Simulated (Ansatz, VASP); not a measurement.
**LiF (Griceite): VASP beside Ansatz**

Wanted: the spread between two codes on one cell, functional and k mesh. Other levels of theory on this material are compared in a session of their own.

Calculated with Ansatz 0.2.0; plane waves, with VASP 6.6.1 beside it; single point at PBEsol.

## 1. Starting point

Symmetry: Fm-3m, No. 225, cubic system. Conventional cell: a = 4.028 Å, b = 4.028 Å, c = 4.028 Å, α = 90.00°, β = 90.00°, γ = 90.00°. Nearest to F lie 6 Li at 2.01 Å. Nearest to Li lie 6 F at 2.01 Å. Farther neighbours and most contacts between anions are not listed.

## 2. VASP: single point, PBEsol

A single point gives forces, pressure and levels at one fixed geometry, so differences don't come from the geometry; what else differs is listed under the comparison.

Lines of VASP's logs that name or quote its potential files are left out, and so is its time.

File INCAR:

```
SYSTEM = LiF
PREC = Accurate
ENCUT = 650
EDIFF = 1E-05
NELM = 100
ISMEAR = 0
SIGMA = 0.05
LREAL = .FALSE.
ALGO = Normal
GGA = PS
NBANDS = 11
LORBIT = 11
LWAVE = .FALSE.
LCHARG = .FALSE.
KPAR = 4
```

File POSCAR:

```
LiF
1.0
    0.0000000000      2.0140000000      2.0140000000
    2.0140000000      0.0000000000      2.0140000000
    2.0140000000      2.0140000000      0.0000000000
F Li
1 1
Direct
    0.5000000000      0.5000000000      0.5000000000
    0.0000000000      0.0000000000      0.0000000000
```

File KPOINTS:

```
Automatic mesh
0
Gamma
10 10 10
0 0 0
```

Potentials, in the order of the species: F and Li_sv (PBE family, release 64).

Started as:

```
> mpirun -np 4 vasp_std
```

Numbers of over 12 decimals in the logs are rounded to 6 here.

Output:

```text
[banner, memory and clock lines left out]
running    4 mpi-ranks, on    1 nodes
 distrk:  each k-point on    1 cores,    4 groups
 distr:  one band on    1 cores,    1 groups

 POSCAR found type information on POSCAR F Li
 POSCAR found :  2 types and       2 ions
|                                                                             |
|               ----> ADVICE to this user running VASP <----                  |
|                                                                             |
|     You enforced a specific xc type in the INCAR file but a different       |
|     [... a line on the potential file left out ...]
|     I HOPE YOU KNOW WHAT YOU ARE DOING!                                     |
|                                                                             |

 LDA part: xc-table for (Slater+PW92), standard interpolation
 POSCAR, INCAR and KPOINTS ok, starting setup
 FFT: planning ... GRIDC
 FFT: planning ... GRID_SOFT
 FFT: planning ... GRID
 WAVECAR not read
 entering main loop
       N       E                     dE             d eps       ncg     rms          rms(c)
DAV:   1     0.358479609431E+02    0.35848E+02   -0.61972E+03  1058   0.109E+03
DAV:   2    -0.898087211790E+01   -0.44829E+02   -0.43898E+02  1162   0.211E+02
DAV:   3    -0.102637650644E+02   -0.12829E+01   -0.12770E+01  1390   0.316E+01
DAV:   4    -0.102803157262E+02   -0.16551E-01   -0.16549E-01  1224   0.361E+00
DAV:   5    -0.102805665853E+02   -0.25086E-03   -0.25085E-03  1354   0.288E-01    0.406E+00
DAV:   6    -0.985651845991E+01    0.42405E+00   -0.20655E+00  1187   0.952E+00    0.141E+00
DAV:   7    -0.985450588264E+01    0.20126E-02   -0.18066E-02  1436   0.127E+00    0.849E-01
DAV:   8    -0.985663570762E+01   -0.21298E-02   -0.12636E-02  1420   0.136E+00    0.110E-01
DAV:   9    -0.985664701845E+01   -0.11311E-04   -0.10785E-03  1202   0.317E-01    0.443E-02
DAV:  10    -0.985669861700E+01   -0.51599E-04   -0.11297E-04  1194   0.877E-02    0.860E-03
DAV:  11    -0.985669933230E+01   -0.71530E-06   -0.34831E-06   863   0.211E-02
   1 F= -.98566993E+01 E0= -.98566993E+01  d E =-.305681E-32
```

From OUTCAR (step 2):

```text
ion  position               nearest neighbor table
   1  0.500  0.500  0.500-   2 2.01   2 2.01   2 2.01   2 2.01   2 2.01   2 2.01
   2  0.000  0.000  0.000-   1 2.01   1 2.01   1 2.01   1 2.01   1 2.01   1 2.01

  LATTYP: Found a face centered cubic cell.
 ALAT       =     4.0280000000

 Subroutine GETGRP returns: Found 48 space group operations
 (whereof 48 operations were pure point group operations)

The static configuration has the point symmetry O_h .

 Found     47 irreducible k-points:

   k-points           NKPTS =     47   k-points in BZ     NKDIM =     47   number of bands    NBANDS=     11

   dimension x,y,z NGX =    24 NGY =   24 NGZ =   24
   dimension x,y,z NGXF=    48 NGYF=   48 NGZF=   48

   ENCUT  =  650.0 eV  47.77 Ry    6.91 a.u.   5.92  5.92  5.92*2*pi/ulx,y,z

   NELECT =      10.0000    total number of electrons

 k-points in reciprocal lattice and weights: Automatic mesh
   0.00000000  0.00000000  0.00000000       0.001
   0.10000000  0.00000000  0.00000000       0.008
   0.20000000  0.00000000  0.00000000       0.008
   0.30000000  0.00000000  0.00000000       0.008
   0.40000000  0.00000000  0.00000000       0.008
   0.50000000  0.00000000  0.00000000       0.004
   0.10000000  0.10000000  0.00000000       0.006
   0.20000000  0.10000000  0.00000000       0.024
   0.30000000  0.10000000  0.00000000       0.024
[...]
-0.30000000  0.40000000  0.20000000       0.024
  -0.30000000  0.50000000  0.20000000       0.012

 average (electrostatic) potential at core
       1 -76.6804       2 -60.5658

 E-fermi :  -0.7073

 k-point     1 :       0.0000    0.0000    0.0000
  band No.  band energies     occupation
      1     -41.3128      2.00000
      2     -20.9774      2.00000
      3      -1.1143      2.00000
      4      -1.1143      2.00000
      5      -1.1143      2.00000
      6       7.8009      0.00000
      7      22.7185      0.00000
      8      22.7185      0.00000
      9      22.7187      0.00000
     10      23.0005      0.00000
    ...

 k-point     2 :       0.1000    0.0000    0.0000
  band No.  band energies     occupation
      1     -41.3067      2.00000
      2     -20.9381      2.00000
      3      -1.4084      2.00000
      4      -1.1378      2.00000
      5      -1.1378      2.00000
      6       8.0949      0.00000
      7      19.9649      0.00000
      8      21.4433      0.00000
      9      21.4433      0.00000
     10      24.0657      0.00000
    ...

 k-point     3 :       0.2000    0.0000    0.0000
  band No.  band energies     occupation
      1     -41.2907      2.00000
      2     -20.8324      2.00000
      3      -2.1108      2.00000
      4      -1.1976      2.00000
      5      -1.1976      2.00000
      6       8.7462      0.00000
      7      17.4879      0.00000
      8      19.9554      0.00000
      9      19.9555      0.00000
     10      25.0607      0.00000
    ...

  Total       -0.1757034     -0.1757034     -0.1757034      0.0000000     -0.0000000      0.0000000
  in kB      -17.2298847    -17.2298847    -17.2298847      0.0000000     -0.0000000      0.0000000
  external PRESSURE =     -17.2298847 kB  Pullay stress =       0.0000000 kB

  energy-cutoff  :      650.00
  volume of cell :       16.34
      direct lattice vectors                 reciprocal lattice vectors
     0.000000000  2.014000000  2.014000000    -0.248262165  0.248262165  0.248262165
     2.014000000  0.000000000  2.014000000     0.248262165 -0.248262165  0.248262165
     2.014000000  2.014000000  0.000000000     0.248262165  0.248262165 -0.248262165

 POSITION                                       TOTAL-FORCE (eV/Angst)
 -----------------------------------------------------------------------------------
      2.01400      2.01400      2.01400         0.000000      0.000000     -0.000000
      0.00000      0.00000      0.00000        -0.000000     -0.000000      0.000000
 -----------------------------------------------------------------------------------
    total drift:                               -0.000000     -0.000000      0.000000

  FREE ENERGIE OF THE ION-ELECTRON SYSTEM (eV)
  ---------------------------------------------------
  free  energy   TOTEN  =        -9.8566993323 eV

  energy  without entropy=       -9.8566993323  energy(sigma->0) =       -9.85669933

 total charge
# of ion       s       p       d       tot
------------------------------------------
    1        1.721   4.398   0.000   6.119
    2        2.017   0.053   0.000   2.070
--------------------------------------------------
tot          3.738   4.451   0.000   8.190

[... 3 further parts left out ...]
```

The run ends at a pressure of -1.72 GPa.

## 3. Ansatz: single point, PBEsol

Ansatz runs on its default PAW (the set named soft_2) files.

The same cell, functional, mesh and smearing now go to Ansatz, which takes its cutoff from its data sets.

File input.yaml:

```yaml
crystal:
  lattice:
    - [0.0, 2.014, 2.014]
    - [2.014, 0.0, 2.014]
    - [2.014, 2.014, 0.0]
  atoms:
    - { symbol: F, position: [0.5, 0.5, 0.5] }
    - { symbol: Li, position: [0.0, 0.0, 0.0] }
hamiltonian:
  xc: pbesol
  pseudopotentials: { kind: paw }
kpoints:
  mp_grid: { grid: [10, 10, 10] }
scf:
  occupations: { method: gaussian, width: 0.05 }
  n_extra_bands: 4
output:
  forces: true
  stress: true
  eigenvalues: true
```

Started as:

```
> ansatz run input.yaml --threads 2 --pin off --max-ram 4608MiB --backend cpu --events-out ev --progress --plain --runs-dir out
```

Output:

```text
scf.n_extra_bands = 4 over 5 filled bands (N_el = 10.0): the run solves 9 bands
Engine: ansatz 0.2.0, aarch64-unknown-linux-gnu
Pseudopotentials: kind: paw
Pseudopotential: F, paw, valence charge 7, recommended cutoff 420 eV (normal), F.paw.azcp
Pseudopotential: Li, paw, valence charge 3, recommended cutoff 420 eV (normal), Li.paw.azcp
Functional definition: PBEsol
  exchange = pbesol_x
  correlation = pbesol_c
Crystal: 2 atoms, lattice volume = 16.338 Å³
Basis set: ecut = 420 eV, 331 PW (Γ), exchange–correlation on 40×40×40 points (8 copies of the dense FFT grid, shifted against one another)
Bands: 9, of which v1, the nominal top of the filled ones, is band 5 counted from 1 (4 counted from 0)
Symmetry: 48 space group operations
Space group: Fm-3m (ITA 225), of the structure as read, at distance tolerance 2.5e-5 Å
k-points: 47 of 1000
Non-local potential: F, projectors of the file, l = 0: 2, l = 1: 2, l = 2: 1
Non-local potential: Li, projectors of the file, l = 0: 3, l = 1: 2, l = 2: 1
PAW form: soft (Blöchl's): semilocal exchange-correlation on the pseudo side does not see the compensation charge
PAW frozen core: F, regenerated for the run's functional, and the local potential with it (the file was generated under x = pbe(κ = 0.804, μ = 0.219515), c = pbe(β = 0.066725))
PAW one-centre angular grid: F, 110 points (default); XC on 64 Gauss nodes
PAW one-centre angular grid: Li, 110 points (default); XC on 64 Gauss nodes
Initial density: superposition of atomic densities (neutral atoms: chi_scale 0, normalization atom), corrected by the library's trained network
Initial wavefunctions: pseudopotential atomic-orbital guess
Functional: x = pbesol(κ = 0.804, μ = 0.123457), c = pbesol(β = 0.046)
SCF iter   1: F=—  HF=-1006.563704 eV  |F-HF|=—  |Δ(HF+E_count)|=         —  Δρ=1.40e-2  dr2=1.93e-2  ethr=1.77e-3  ⟨swp⟩=5.4  Hψ=2581  notcnv=0
preconditioner: auto → none  [insulator: Δε(μ)=8.770 eV  Ē_g=22.373 eV  σ=0.050 eV  W_gap=1.00  n_scr=0 (ndim 8)  ℏωp=26.0 eV  f_vac=0.000  D(μ)=0.00/eV (n_scr^D=0)  ε∞_Penn≈2.3]
SCF iter   2: F=—  HF=-1006.556459 eV  |F-HF|=—  |Δ(HF+E_count)|=   7.24e-3  Δρ=4.56e-3  dr2=1.53e-3  ethr=1.93e-4  ⟨swp⟩=2.9  Hψ=1160  notcnv=0
SCF iter   3: F=—  HF=-1006.555879 eV  |F-HF|=—  |Δ(HF+E_count)|=   5.81e-4  Δρ=7.72e-4  dr2=5.63e-5  ethr=1.53e-5  ⟨swp⟩=2.6  Hψ=702  notcnv=0
SCF iter   4: F=—  HF=-1006.555861 eV  |F-HF|=—  |Δ(HF+E_count)|=   1.78e-5  Δρ=2.38e-4  dr2=3.49e-6  ethr=5.63e-7  ⟨swp⟩=2.0  Hψ=652  notcnv=0
SCF iter   5: F=—  HF=-1006.555860 eV  |F-HF|=—  |Δ(HF+E_count)|=   8.15e-7  Δρ=3.56e-5  dr2=1.66e-7  ethr=3.49e-8  ⟨swp⟩=2.4  Hψ=611  notcnv=0
SCF iter   6: F=-1006.555860 eV  HF=-1006.555860 eV  |F-HF|=2.49e-9  |Δ(HF+E_count)|=   2.11e-8  Δρ=5.69e-6  dr2=4.29e-9  ethr=1.00e-9  ⟨swp⟩=3.6  Hψ=1499  notcnv=0
SCF 1 converged in 6 iterations: F = -1006.555860 eV  dr2 = 4.29e-9
  greatest PAW one-centre occupation: 1.000 electrons in one spin orbital (limit 2), on the Li atom at site 1 (counted from 0), in its partial waves of l = 0
SCF converged after 6 iterations
Free energy (F): -1006.555860 eV
Harris-Foulkes:  -1006.555860 eV  (|F-HF|=2.49e-9)
Internal energy: -1006.555860 eV  (E = F + TS)
E sigma→0 (E₀):  -1006.555860 eV
Fermi energy:    5.361499 eV
--- Per-component energies (eV) ---
  E_band       = -117.171710
  E_kinetic    = 229.775781
  E_local      = -639.184178  (includes V_loc(G=0)·N_el)
  E_nonlocal   = 40.806482
  E_hartree    = 222.872425
  E_xc         = -90.281266
  E_vxc        = -116.560486  (∫ρ·V_xc dr)
  E_paw        = -213.460045  (= ΣΔE_a)
  E_vpaw       = -77.758187  (= ΣTr[D̂ρ^β])
  E_aug_tail   = 0.002184  (compensation charges beyond the density's cutoff)
  E_ewald      = -557.129686
  E_core_change = 0.042443  (= ΣΔE_core)
  E_smearing   = -0.000000  (= −TS)
  E_closure    = -0.000000  (closes the sum)
  Σ components = -1006.555860   (vs F -1006.555860, Δ=0.00e0)
--- Forces (eV/Å), atoms counted from 1 ---
  atom   1  F      0.00000000     0.00000000     0.00000000
  atom   2  Li    -0.00000000     0.00000000     0.00000000
  max |Σ_I F_I| component: 3.13e-29 eV/Å
--- Stress (GPa, compression-positive) ---
       -1.058324      -0.000000       0.000000
       -0.000000      -1.058324      -0.000000
       -0.000000       0.000000      -1.058324
  P = ⅓ Tr σ = -1.0583 GPa (-10.583 kbar)
--- Band table (eV; the first three rows and the last of 47) ---
  k-point 0: bands = ["-39.3072", "-18.9553", "0.9029", "0.9029", "0.9029", "9.8197", "24.7733", "24.7733", "24.7733"]
  k-point 1: bands = ["-39.3012", "-18.9163", "0.6099", "0.8798", "0.8798", "10.1144", "21.9919", "23.4830", "23.4830"]
  k-point 2: bands = ["-39.2854", "-18.8116", "-0.0911", "0.8207", "0.8207", "10.7674", "19.5126", "21.9946", "21.9946"]
  k-point 46: bands = ["-39.2266", "-18.2707", "-1.5153", "-0.8882", "0.0781", "15.6482", "15.9507", "18.2155", "20.1143"]
```

Run time: 0.35 s. Hardware: 2 threads of Arm Neoverse V2, shared host; peak memory 0.24 GiB; 0.57 s of CPU time.

The run ends at a pressure of -1.06 GPa.

## 4. Side by side

Known differences besides the potentials themselves: the cutoff is 420 eV in Ansatz and 650 eV in VASP; Ansatz makes its cores anew for this functional, VASP keeps those of its PBE data sets; VASP leaves aspherical gradient terms in its spheres out (LASPH is not set), Ansatz keeps them. Total energies have different zeros and are not compared.

Both answers:

```
                                        quantity  Ansatz   VASP  difference
                                  pressure (GPa)   -1.06  -1.72       +0.66
pressure without Ansatz's Pulay correction (GPa)   -1.85  -1.72       -0.13
                          gap on the k mesh (eV)   8.917  8.915      +0.002
```

A gap on the mesh is an upper bound, since the band edges may lie between its points. Ansatz's pressure holds a Pulay correction of 0.79 GPa; VASP's holds none.

## 5. Results

```yaml
difference_in_gap_on_the_k_mesh_single_point_pbesol: 0.0016 eV
difference_in_pressure_single_point_pbesol: 0.66 GPa
```

What this shows: The difference in pressure is 0.66 GPa (single point, PBEsol), within the 1 GPa picked in this series as the mark of a large difference. 13 further runs of this series are not shown here. How closely two codes agree says nothing of how well the functional describes the real material.

[Lines on the potential files, build, host, timing and source positions are cut from VASP's logs without a mark.]

[Logs are printed without paths, hosts, clocks, repeated set-up lines and the standing remarks that a program may print on its own settings, such as how far it seeks lower states.]

[Hosts, paths, dates, database ids (printed as entryN), source tags and the programs' standing remarks are cut or masked in the printed files.]
